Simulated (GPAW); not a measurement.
# BN (P6_3/mmc) in GPAW: settings compared

The runs below take BN through relaxation of cell and atoms, with PBEsol, RPBE+D3.

All numbers are computed with GPAW 26.7.0; they aren't measurements. Logs are shortened: lines on timing, memory, paths and dates and some standing lists are left out, and cuts for length are marked. The log counts tension as positive stress, the text compression.

### 1 The crystal as given

The structure is hexagonal, space group P6_3/mmc (No. 194). The conventional cell has a = 2.498 Å, b = 2.498 Å, c = 6.636 Å, α = 90.00°, β = 90.00°, γ = 120.00°. N (site symmetry -6m2) is surrounded by 3 B at 1.44 Å. Around B (site symmetry -6m2) lie 3 N at 1.44 Å.

### 2 Relaxation of cell and atoms, PBEsol, target pressure 30 GPa, at which the enthalpy is minimised

Input file run.py:

```python
from ase import Atoms
from ase.filters import FrechetCellFilter
from ase.io import write
from ase.optimize import BFGS
from ase.units import GPa
from gpaw import GPAW, PW, setup_paths

setup_paths.insert(0, '.')

atoms = Atoms(['N', 'N', 'B', 'B'],
              cell=[[2.49824, 0.0, 0.0],
                    [-1.24912, 2.1635393048, 0.0],
                    [0.0, 0.0, 6.6357]],
              scaled_positions=[[0.6666666667, 0.3333333333, 0.25],
                                [0.3333333333, 0.6666666667, 0.75],
                                [0.6666666667, 0.3333333333, 0.75],
                                [0.3333333333, 0.6666666667, 0.25]],
              pbc=True)

calc = GPAW(mode=PW(800),
            xc='PBEsol',
            kpts={'size': (9, 9, 3), 'gamma': True},
            occupations={'name': 'fermi-dirac', 'width': 0.05},
            nbands=18,
            convergence={'density': 1e-05, 'forces': 0.0001},
            maxiter=150,
            txt='gpaw.txt')
atoms.calc = calc
opt = BFGS(FrechetCellFilter(atoms, scalar_pressure=30 * GPa), trajectory='relax.traj', logfile='-')
done = opt.run(fmax=0.02, steps=60)
calc.write('gs.gpw')
write('result.traj', atoms)
print('Converged:', done)
print('Cell:', atoms.cell.cellpar().round(4))
print('Volume:', round(atoms.get_volume(), 4))
print(atoms.get_scaled_positions().round(5))
```

Potentials or basis: PAW data sets generated in the run's folder for this functional, pw.

Launch:

```
$ gpaw-setup -f PBEsol B N
$ OMP_NUM_THREADS=1 python run.py
```

gpaw.txt:

```text
__  _  _
 | _ |_)|_||  |
 |__||  | ||/\| - 26.7.0

Input parameters:
  mode=PW(ecut=800.0),
  convergence={'density': 1e-05, 'forces': 0.0001},
  kpts=MonkhorstPack(size=(9, 9, 3), gamma=True),
  maxiter=150,
  nbands=18,
  occupations=Occupations(name='fermi-dirac', width=0.05),
  xc=XC(name='PBEsol')

Diagonalizing LCAO Hamiltonian
Converting LCAO to pw mode

        N B

        B N

Atoms  # Å, Bohr magnetons
|   | symbol |         x |        y |        z |    initial magnetic moments |
|---|--------|-----------|----------|----------|-----------------------------|
| 0 |      N |  1.249120 | 0.721180 | 1.658925 | ( 0.0000,  0.0000,  0.0000) |
| 1 |      N | -0.000000 | 1.442360 | 4.976775 | ( 0.0000,  0.0000,  0.0000) |
| 2 |      B |  1.249120 | 0.721180 | 4.976775 | ( 0.0000,  0.0000,  0.0000) |
| 3 |      B | -0.000000 | 1.442360 | 1.658925 | ( 0.0000,  0.0000,  0.0000) |

Unit cell  # Å
| periodic |         x |        y |        z |  lengths |     angles |
|----------|-----------|----------|----------|----------|------------|
|      yes |  2.498240 | 0.000000 | 0.000000 | 2.498240 |  90.000000 |
|      yes | -1.249120 | 2.163539 | 0.000000 | 2.498240 |  90.000000 |
|      yes |  0.000000 | 0.000000 | 6.635700 | 6.635700 | 120.000000 |

Number of symmetries: 12
Symmetry operations  # r_c * U_cc + t_c -> r_c
|    | kind |            matrix            |
|----|------|------------------------------|
|  0 |  σ   |  1, 1, 0,  0,-1, 0,  0, 0, 1 |
|  1 |  S6  |  1, 1, 0, -1, 0, 0,  0, 0,-1 |
|  2 |  E   |  1, 0, 0,  0, 1, 0,  0, 0, 1 |
|  3 |  C2  |  1, 0, 0, -1,-1, 0,  0, 0,-1 |
|  4 |  C2  |  0, 1, 0,  1, 0, 0,  0, 0,-1 |
|  5 |  C3  |  0, 1, 0, -1,-1, 0,  0, 0, 1 |
|  6 |  S6  |  0,-1, 0,  1, 1, 0,  0, 0,-1 |
|  7 |  σ   |  0,-1, 0, -1, 0, 0,  0, 0, 1 |
|  8 |  σ   | -1, 0, 0,  1, 1, 0,  0, 0, 1 |
|  9 |  i   | -1, 0, 0,  0,-1, 0,  0, 0,-1 |
| 10 |  C3  | -1,-1, 0,  1, 0, 0,  0, 0, 1 |
| 11 |  C2  | -1,-1, 0,  0, 1, 0,  0, 0,-1 |

BZ-sampling:
  Number of BZ points: 243
  Number of IBZ points: 31

  Monkhorst-Pack size: [9, 9, 3]
  Monkhorst-Pack shift: [0, 0, 0]

K-points  # in reciprocal-cell coordinates
|     |                                coordinates |     weight |
|-----|--------------------------------------------|------------|
|   0 | (  0.00000000,   0.00000000,   0.00000000) | 0.00411523 |
|   1 | (  0.00000000,   0.00000000,   0.33333333) | 0.00823045 |
|   2 | (  0.11111111,   0.00000000,  -0.33333333) | 0.02469136 |
|   3 | (  0.11111111,   0.00000000,   0.00000000) | 0.02469136 |
|   4 | (  0.11111111,   0.00000000,   0.33333333) | 0.02469136 |
|   5 | (  0.22222222,  -0.11111111,   0.00000000) | 0.02469136 |
|   6 | (  0.22222222,  -0.11111111,   0.33333333) | 0.04938272 |
|   7 | (  0.22222222,   0.00000000,  -0.33333333) | 0.02469136 |
|   8 | (  0.22222222,   0.00000000,   0.00000000) | 0.02469136 |
|   9 | (  0.22222222,   0.00000000,   0.33333333) | 0.02469136 |
| ... |                                            |            |
|  30 | (  0.44444444,   0.44444444,   0.33333333) | 0.04938272 |

Plane wave coefficients: 1856
Cutoff: 800.0 eV
[... 139 lines left out ...]
Fermi level: 4.963
Eigenvalues  # (at kpt = [0.000, 0.000, 0.000])
| band index |      eig [eV] | occ [0-2] |
|------------|---------------|-----------|
|          0 |       -13.813 |     2.000 |
|          1 |       -13.508 |     2.000 |
|          2 |        -2.343 |     2.000 |
|          3 |        -0.161 |     2.000 |
|          4 |         2.682 |     2.000 |
|          5 |         2.682 |     2.000 |
[... 8 lines left out ...]
|         14 |        16.334 |     0.000 |
|         15 |        17.064 |     0.000 |
|        ... |               |           |
|         17 |        20.602 |     0.000 |

Gap: 4.336 eV
Transition (v -> c):
  (s=0, k=17, n=7, [0.33, 0.33, 0.33]) -> (s=0, k=29, n=8, [0.44, 0.44, 0.00])
Direct/indirect transitions are different
Direct gap: 4.620 eV
Transition at: (s=0, k=29, n=7, [0.44, 0.44, 0.00])

Stress tensor  # eV/Ang^3
|         x |         y |         z |
|-----------|-----------|-----------|
| -0.013025 |  0.000000 |  0.000000 |
|  0.000000 | -0.013025 |  0.000000 |
|  0.000000 |  0.000000 | -0.000038 |

Forces  # eV/Ang
|       x |       y |        z |
|---------|---------|----------|
| 0.00000 | 0.00000 | -0.00091 |  # N    0
| 0.00000 | 0.00000 |  0.00091 |  # N    1
| 0.00000 | 0.00000 | -0.00012 |  # B    2
| 0.00000 | 0.00000 |  0.00012 |  # B    3

Interpolating wave functions to new cell

        N B

        B N

Atoms  # Å, Bohr magnetons
|   | symbol |         x |        y |        z |    initial magnetic moments |
|---|--------|-----------|----------|----------|-----------------------------|
| 0 |      N |  1.242170 | 0.717167 | 1.648997 | ( 0.0000,  0.0000,  0.0000) |
| 1 |      N | -0.000000 | 1.434335 | 4.947041 | ( 0.0000,  0.0000,  0.0000) |
| 2 |      B |  1.242170 | 0.717167 | 4.947027 | ( 0.0000,  0.0000,  0.0000) |
| 3 |      B | -0.000000 | 1.434335 | 1.649011 | ( 0.0000,  0.0000,  0.0000) |

Unit cell  # Å
| periodic |         x |        y |        z |  lengths |     angles |
|----------|-----------|----------|----------|----------|------------|
|      yes |  2.484341 | 0.000000 | 0.000000 | 2.484341 |  90.000000 |
|      yes | -1.242170 | 2.151502 | 0.000000 | 2.484341 |  90.000000 |
|      yes |  0.000000 | 0.000000 | 6.596038 | 6.596038 | 120.000000 |

Number of symmetries: 12
Symmetry operations  # r_c * U_cc + t_c -> r_c
|    | kind |            matrix            |
|----|------|------------------------------|
|  0 |  σ   |  1, 1, 0,  0,-1, 0,  0, 0, 1 |
|  1 |  S6  |  1, 1, 0, -1, 0, 0,  0, 0,-1 |
|  2 |  E   |  1, 0, 0,  0, 1, 0,  0, 0, 1 |
|  3 |  C2  |  1, 0, 0, -1,-1, 0,  0, 0,-1 |
|  4 |  C2  |  0, 1, 0,  1, 0, 0,  0, 0,-1 |
|  5 |  C3  |  0, 1, 0, -1,-1, 0,  0, 0, 1 |
|  6 |  S6  |  0,-1, 0,  1, 1, 0,  0, 0,-1 |
|  7 |  σ   |  0,-1, 0, -1, 0, 0,  0, 0, 1 |
|  8 |  σ   | -1, 0, 0,  1, 1, 0,  0, 0, 1 |
|  9 |  i   | -1, 0, 0,  0,-1, 0,  0, 0,-1 |
| 10 |  C3  | -1,-1, 0,  1, 0, 0,  0, 0, 1 |
| 11 |  C2  | -1,-1, 0,  0, 1, 0,  0, 0,-1 |

BZ-sampling:
  Number of BZ points: 243
  Number of IBZ points: 31

  Monkhorst-Pack size: [9, 9, 3]
  Monkhorst-Pack shift: [0, 0, 0]

K-points  # in reciprocal-cell coordinates
|     |                                coordinates |     weight |
|-----|--------------------------------------------|------------|
|   0 | (  0.00000000,   0.00000000,   0.00000000) | 0.00411523 |
|   1 | (  0.00000000,   0.00000000,   0.33333333) | 0.00823045 |
|   2 | (  0.11111111,   0.00000000,  -0.33333333) | 0.02469136 |
|   3 | (  0.11111111,   0.00000000,   0.00000000) | 0.02469136 |
|   4 | (  0.11111111,   0.00000000,   0.33333333) | 0.02469136 |
|   5 | (  0.22222222,  -0.11111111,   0.00000000) | 0.02469136 |
|   6 | (  0.22222222,  -0.11111111,   0.33333333) | 0.04938272 |
|   7 | (  0.22222222,   0.00000000,  -0.33333333) | 0.02469136 |
|   8 | (  0.22222222,   0.00000000,   0.00000000) | 0.02469136 |
|   9 | (  0.22222222,   0.00000000,   0.33333333) | 0.02469136 |
| ... |                                            |            |
|  30 | (  0.44444444,   0.44444444,   0.33333333) | 0.04938272 |

Plane wave coefficients: 1824
Cutoff: 800.0 eV
[... 77 lines left out ...]
density mixing:
  MSR1-Mixer
  Pratt-step length: 0.05
  Maximum mixing coefficient: 0.75
  Old densities: 10
  SVD Regularization: 0.005
  Good broyden scale: 1.0
  Trust region scale: 1.0
  Backstep threshold: 4.0
  History deletion threshold: 6.0
  Fourier metric: weight=20.0, sigma=0.015

occupation numbers:
  Fermi-Dirac:
    width: 0.0500  # eV

poisson solver:
  ecut: 6400.0  # eV

xc functional:
  name: PBEsol with 2 nearest neighbor stencil

convergence criteria:
- Maximum integral of absolute [dens]ity change: 1e-05 electrons / valence electron
- Maximum change in the atomic [forces] across last 2 cycles: 0.0001 eV/Ang OR
Maximum error relative to the maximum force is below inf
- Maximum [total energy] change in last 3 cyles: 0.0005 eV / valence electron
- Maximum integral of absolute [eigenst]ate change: 4e-08 eV^2 / valence electron
maximum number of iterations: 150

SCF iterations
|iter     | |      energy | eigst |  dens |force |
|---------|-|-------------|-------|-------|------|
|iter:   1| |  -36.775399 | -1.56 |       |      |
|iter:   2| |  -36.772615 | -4.16 | -1.94 |      |
|iter:   3| |  -36.763383 | -3.14 | -2.00 |      |
|iter:   4| |  -36.763375 | -5.11 | -2.80 |      |
|iter:   5| |  -36.763396c| -5.66 | -3.22 |      |
|iter:   6| |  -36.763399c| -6.68 | -3.96 |      |
|iter:   7| |  -36.763399c| -7.53c| -4.89 |      |
|iter:   8| |  -36.763399c| -8.04c| -5.50c|      |
|iter:   9| |  -36.763399c| -8.61c| -5.98c|-3.87 |
|iter:  10| |  -36.763399c| -9.15c| -6.82c|-5.38c|

Converged in 10 steps
Energy contributions relative to reference atoms: (reference = -4283.654871)

Energy contributions:
  Kinetic:          40.669055
  Coulomb:         -40.134565
  Zero:              0.203064
  External:          0.000000
  Xc:              -37.500953
  Entropy:          -0.000000
  Spinorbit:         0.000000
  ----------------------------
  Free energy:     -36.763399
  Extrapolated:    -36.763399

dipole moment: (0.000001, 0.000002, 0.000006)  # |e|*Ang

Fermi level: 6.369
Eigenvalues  # (at kpt = [0.000, 0.000, 0.000])
| band index |      eig [eV] | occ [0-2] |
|------------|---------------|-----------|
|          0 |       -13.768 |     2.000 |
|          1 |       -13.451 |     2.000 |
|          2 |        -2.302 |     2.000 |
|          3 |        -0.069 |     2.000 |
|          4 |         2.853 |     2.000 |
|          5 |         2.853 |     2.000 |
[... 8 lines left out ...]
|         14 |        16.797 |     0.000 |
|         15 |        17.419 |     0.000 |
|        ... |               |           |
|         17 |        20.976 |     0.000 |

Gap: 4.359 eV
Transition (v -> c):
  (s=0, k=17, n=7, [0.33, 0.33, 0.33]) -> (s=0, k=29, n=8, [0.44, 0.44, 0.00])
Direct/indirect transitions are different
Direct gap: 4.644 eV
Transition at: (s=0, k=29, n=7, [0.44, 0.44, 0.00])
[... 1936 lines left out ...]
Fermi level: 9.987
Eigenvalues  # (at kpt = [0.000, 0.000, 0.000])
| band index |      eig [eV] | occ [0-2] |
|------------|---------------|-----------|
|          0 |       -11.331 |     2.000 |
|          1 |        -9.458 |     2.000 |
|          2 |        -0.851 |     2.000 |
|          3 |         6.062 |     2.000 |
|          4 |         6.137 |     2.000 |
|          5 |         6.137 |     2.000 |
[... 8 lines left out ...]
|         14 |        21.057 |     0.000 |
|         15 |        21.439 |     0.000 |
|        ... |               |           |
|         17 |        31.798 |     0.000 |

Gap: 3.812 eV
Transition (v -> c):
  (s=0, k=18, n=7, [0.44, -0.22, 0.00]) -> (s=0, k=30, n=8, [0.44, 0.44, 0.33])
Direct/indirect transitions are different
Direct gap: 4.423 eV
Transition at: (s=0, k=30, n=7, [0.44, 0.44, 0.33])

Stress tensor  # eV/Ang^3
|         x |         y |         z |
|-----------|-----------|-----------|
| -0.188855 |  0.000000 |  0.000000 |
|  0.000000 | -0.188855 | -0.000000 |
|  0.000000 | -0.000000 | -0.187666 |

Forces  # eV/Ang
|       x |        y |        z |
|---------|----------|----------|
| 0.00000 |  0.00000 | -0.00028 |  # N    0
| 0.00000 |  0.00000 |  0.00028 |  # N    1
| 0.00000 |  0.00000 | -0.00106 |  # B    2
| 0.00000 | -0.00000 |  0.00106 |  # B    3

# Writing to gs.gpw (mode='')
```

Wall time 2.6 min (1 thread of Arm Neoverse V1, shared host); peak memory 0.3 GiB.

Results:

| Property | Result |
| --- | --- |
| Free energy | -36.1250 eV |
| Relaxed volume | 6.56 Å³/atom |
| Relaxed cell | a = 2.462 Å, b = 2.462 Å, c = 4.997 Å, α = 90.00°, β = 90.00°, γ = 120.00° |
| Space group after relaxing (to 0.05 Å) | P6_3/mmc (No. 194) |
| Energy change on relaxing (the enthalpy is what falls) | +163.8 meV/atom |
| Ionic steps | 10 |
| Pressure after relaxing | 30.2 GPa |
| Band gap on the k mesh | 3.81 eV, indirect (least direct gap 4.42 eV) |

Stress tensor (GPa, compression positive):
```
30.26  0.00  0.00
 0.00 30.26  0.00
 0.00  0.00 30.07
```

The path:
| step | energy change (eV) | largest force (eV/Å) | pressure (GPa) | volume (Å³) |
| --- | --- | --- | --- | --- |
| 1 | 0.0000 | 0.0009 | 1.39 | 35.87 |
| 2 | 0.0169 | 0.0006 | 5.71 | 35.26 |
| 3 | 0.3679 | 0.0009 | 32.55 | 32.03 |
| 4 | 0.3806 | 0.0007 | 33.41 | 31.70 |
| 5 | 0.3918 | 0.0002 | 34.35 | 30.26 |
| 6 | 0.4184 | 0.0007 | 34.62 | 28.95 |
| 7 | 0.4804 | 0.0011 | 34.49 | 27.75 |
| 8 | 0.5889 | 0.0013 | 33.63 | 26.68 |
| 9 | 0.6757 | 0.0012 | 31.28 | 26.12 |
| 10 | 0.6553 | 0.0011 | 30.19 | 26.23 |

Final structure:
```
N B
1.0
     2.46186    0.00000    0.00000
    -1.23093    2.13204    0.00000
     0.00000    0.00000    4.99679
N B
2 2
Cartesian
  1.2309 0.7107 1.2492
  0.0000 1.4214 3.7476
  1.2309 0.7107 3.7477
  0.0000 1.4214 1.2491
```

Levels at points of the mesh, in eV from the valence-band top:
| k point | band 6 | band 7 | band 8 | band 9 | band 10 | band 11 |
| --- | --- | --- | --- | --- | --- | --- |
| (0.00, 0.00, 0.00) | -1.96 | -1.54 | -1.54 | 7.99 | 10.96 | 10.96 |

Caveat: later steps reuse the first step's grids; the volume moved by over 15 % at a fixed basis, so the end points are rough; an odd mesh through Γ misses points on the zone boundary, where band edges often lie; this functional lacks dispersion, which binds the layers, so the pressure and a relaxed spacing across them are unreliable.

### 3 Relaxation of cell and atoms, RPBE+D3

Input file run.py:

```python
from ase import Atoms
from ase.calculators.mixing import SumCalculator
from ase.filters import FrechetCellFilter
from ase.io import write
from ase.optimize import LBFGS
from dftd3.ase import DFTD3
from gpaw import GPAW, PW

atoms = Atoms(['N', 'N', 'B', 'B'],
              cell=[[2.49824, 0.0, 0.0],
                    [-1.24912, 2.1635393048, 0.0],
                    [0.0, 0.0, 6.6357]],
              scaled_positions=[[0.6666666667, 0.3333333333, 0.25],
                                [0.3333333333, 0.6666666667, 0.75],
                                [0.6666666667, 0.3333333333, 0.75],
                                [0.3333333333, 0.6666666667, 0.25]],
              pbc=True)

calc = GPAW(mode=PW(800),
            xc='RPBE',
            kpts={'size': (9, 9, 3), 'gamma': True},
            occupations={'name': 'fermi-dirac', 'width': 0.05},
            nbands=18,
            convergence={'density': 1e-05, 'energy': 1e-05},
            maxiter=150,
            txt='gpaw.txt')
atoms.calc = SumCalculator([calc, DFTD3(method='rpbe', damping='d3zero')])
opt = LBFGS(FrechetCellFilter(atoms), trajectory='relax.traj', logfile='-')
done = opt.run(fmax=0.05, steps=100)
calc.write('gs.gpw')
write('result.traj', atoms)
print('Converged:', done)
print('Cell:', atoms.cell.cellpar().round(4))
print('Volume:', round(atoms.get_volume(), 4))
print(atoms.get_scaled_positions().round(5))
```

Potentials or basis: the program's PAW data sets (release 1.2.1) made for this functional, pw.

Launch:

```
$ OMP_NUM_THREADS=1 python run.py
```

Wall time 64 s (1 thread of AMD EPYC 7B13 (Zen 3), shared host); peak memory 0.25 GiB.

The run converged. Its results:

* Free energy: -34.2783 eV
* Relaxed volume: 9.08 Å³/atom
* Relaxed cell: a = 2.518 Å, b = 2.518 Å, c = 6.613 Å, α = 90.00°, β = 90.00°, γ = 120.00°
* Space group after relaxing (to 0.05 Å): P6_3/mmc (No. 194)
* Energy gained by relaxing: 4.1 meV/atom
* Ionic steps: 5
* Pressure after relaxing: -0.7 GPa
* Band gap on the k mesh: 4.49 eV, indirect (least direct gap 4.75 eV)
* Dispersion energy per atom: -0.168 eV

Forces in eV/Å, atoms in the order of the input:
```
N    0.000  0.000 -0.002
N    0.000  0.000  0.002
B    0.000  0.000 -0.001
B    0.000  0.000  0.001
```

Stress tensor (GPa, compression positive):
```
-0.70  0.00  0.00
 0.00 -0.70  0.00
 0.00  0.00 -0.84
```

Step by step:
```
step  energy change (eV)  largest force (eV/Å)  pressure (GPa)  volume (Å³)
   1              0.0000                0.0024            4.96        35.87
   2             -0.0057                0.0017            3.77        35.97
   3             -0.0161                0.0017           -0.26        36.35
   4             -0.0161                0.0014           -0.35        36.35
   5             -0.0163                0.0023           -0.75        36.31
```

Final structure:
```cif
data_structure
_symmetry_space_group_name_H-M 'P 1'
_symmetry_Int_Tables_number 1
_cell_length_a 2.5180
_cell_length_b 2.5180
_cell_length_c 6.6133
_cell_angle_alpha 90.000
_cell_angle_beta 90.000
_cell_angle_gamma 120.000
_cell_volume 36.31
loop_
_atom_site_label
_atom_site_type_symbol
_atom_site_fract_x
_atom_site_fract_y
_atom_site_fract_z
_atom_site_occupancy
N1 N 0.66667 0.33333 0.24996 1
N2 N 0.33333 0.66667 0.75004 1
B1 B 0.66667 0.33333 0.75004 1
B2 B 0.33333 0.66667 0.24996 1
```

Levels at points of the mesh, in eV from the valence-band top:
```
           k point  band 4  band 5  band 6  band 7  band 8  band 9  band 10  band 11  band 12  band 13
(0.00, 0.00, 0.00)   -3.95   -1.31   -1.31   -1.28   -1.27    5.58    10.54    11.50    11.50    11.62
```

Caveat: later steps reuse the first step's grids; an odd mesh through Γ misses points on the zone boundary, where band edges often lie. Zero-point motion and thermal expansion aren't in these numbers.

### 4 For comparison

An earlier run on the cell as given: functional PBEsol; potentials or basis PAW data sets generated in the run's folder for this functional; cutoff 800 eV; basis pw; k mesh 12 × 12 × 4; occupations fermi-dirac, width 0.05 eV; no spin polarisation.

* Pressure: 1.4 GPa
* Band gap on the k mesh: 4.19 eV, indirect (least direct gap 4.60 eV)

### 5 The runs side by side

| task | level | potentials or basis | cell | k mesh | optimizer | fmax | max steps | target pressure | convergence | gap on the mesh (eV) | pressure (GPa) |
| --- | --- | --- | --- | --- | --- | --- | --- | --- | --- | --- | --- |
| relaxation of cell and atoms | PBEsol | PAW data sets generated in the run's folder for this functional, pw | relaxed to 30 GPa | 9 × 9 × 3 | BFGS | 0.02 eV/Å | 60 | 30 GPa | density=1e-05 forces=0.0001 | 3.81 | 30.2 |
| relaxation of cell and atoms | RPBE+D3 | the program's PAW data sets (release 1.2.1) made for this functional, pw | relaxed | 9 × 9 × 3 | LBFGS | 0.05 eV/Å | 100 | - | - | 4.49 | -0.7 |
| single point | PBEsol | PAW data sets generated in the run's folder for this functional, pw | as given | 12 × 12 × 4 | - | - | - | - | - | 4.19 | 1.4 |

Alike in all rows: no spin polarisation; cutoff (eV) 800; smearing fermi-dirac 0.05 eV.

Caveats: later steps reuse the first step's grids (some runs); an odd mesh through Γ misses points on the zone boundary, where band edges often lie (some runs); this functional lacks dispersion, which binds the layers, so the pressure and a relaxed spacing across them are unreliable (some runs); the volume moved by over 15 % at a fixed basis, so the end points are rough (some runs).

Absolute energies hang on the potentials; compare differences alone.
